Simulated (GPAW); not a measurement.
**Mn3Sb in GPAW: convergence with smearing width (eV)**

Input of the first run (smearing width (eV) 0.5); the others differ in this setting and in those tied to it:

File run.py:

```python
from ase import Atoms
from ase.dft.bandgap import bandgap
from ase.io import write
from ase.units import GPa
from gpaw import GPAW, PW

atoms = Atoms(['Sb', 'Mn', 'Mn', 'Mn'],
              cell=[[3.813382, 0.0, 0.0],
                    [0.0, 3.813382, 0.0],
                    [0.0, 0.0, 3.813382]],
              scaled_positions=[[0.0, 0.0, 0.0],
                                [0.5, 0.0, 0.5],
                                [0.5, 0.5, 0.0],
                                [0.0, 0.5, 0.5]],
              pbc=True)
atoms.set_initial_magnetic_moments([0.0, 4.0, 4.0, 4.0])

calc = GPAW(mode=PW(600),
            xc='LDA',
            kpts={'size': (4, 4, 4), 'gamma': True},
            occupations={'name': 'fermi-dirac', 'width': 0.5},
            nbands=50,
            convergence={'density': 1e-05, 'energy': 1e-05},
            maxiter=100,
            txt='gpaw.txt')
atoms.calc = calc
energy = atoms.get_potential_energy()
forces = atoms.get_forces()
stress = atoms.get_stress()
calc.write('gs.gpw')
write('result.traj', atoms)
print(f'Energy: {energy:.6f} eV')
print('Forces (eV/A):')
print(forces.round(4))
print('Stress (GPa):', (stress / GPa).round(3))
print('Moments:', calc.get_magnetic_moments().round(3))
print('Fermi level:', round(calc.get_fermi_level(), 4), 'eV')
print(f'Gap: {bandgap(calc)[0]:.4f} eV, direct: {bandgap(calc, direct=True)[0]:.4f} eV')
```

Potentials or basis: the program's PAW data sets (release 1.2.1) made for this functional, pw.

Command:

```console
$ OMP_NUM_THREADS=1 python run.py
```

The cell comes from a database or a generator and needn't be the stable form of this composition.

Hardware: 1 thread of Arm Neoverse V2, on a shared host.

Question: The values tried are 0.5, 0.3, 0.2, 0.15, 0.1, 0.05, 0.025, 0.01, loosest first. From which on does the largest site moment stay within 0.02 μB of the tightest run that finished?

Answer: From 0.15 on.

| smearing width (eV) | energy less the tightest run, at zero smearing (meV/atom) | pressure (GPa) | largest site moment (μB) | SCF cycles | CPU time (s) | peak memory (GiB) |
| --- | --- | --- | --- | --- | --- | --- |
| 0.5 | 124.91 | -13.26 | 0.00 | 17 | 60 | 0.21 |
| 0.3 | 46.28 | -12.97 | 1.70 | 13 | 45 | 0.21 |
| 0.2 | 17.08 | -13.26 | 1.88 | 13 | 44 | 0.21 |
| 0.15 | 8.03 | -13.53 | 1.91 | 13 | 45 | 0.21 |
| 0.1 | 2.25 | -13.80 | 1.92 | 13 | 45 | 0.21 |
| 0.05 | -0.14 | -13.99 | 1.91 | 14 | 46 | 0.21 |
| 0.025 | -0.15 | -14.01 | 1.91 | 14 | 48 | 0.21 |
| 0.01 | 0.00 | -13.86 | 1.92 | 15 | 52 | 0.21 |

Against the tightest run, the energy stays within 1 meV/atom from 0.05 on. Not settled before the last step: the pressure (to 0.1 GPa). Narrower smearing needs a denser k mesh, so at a fixed mesh the narrowest width isn't the most accurate. The tightest run that finished is the yardstick and may itself not be fully converged.

Caveat, for the tightest run too: the k mesh is coarse (spacing up to 0.41 Å⁻¹), so the values aren't converged; only a ferromagnetic start was run, and an antiferromagnetic order may lie lower in energy. The run has no spin-orbit coupling, so splittings on Sb are missing.
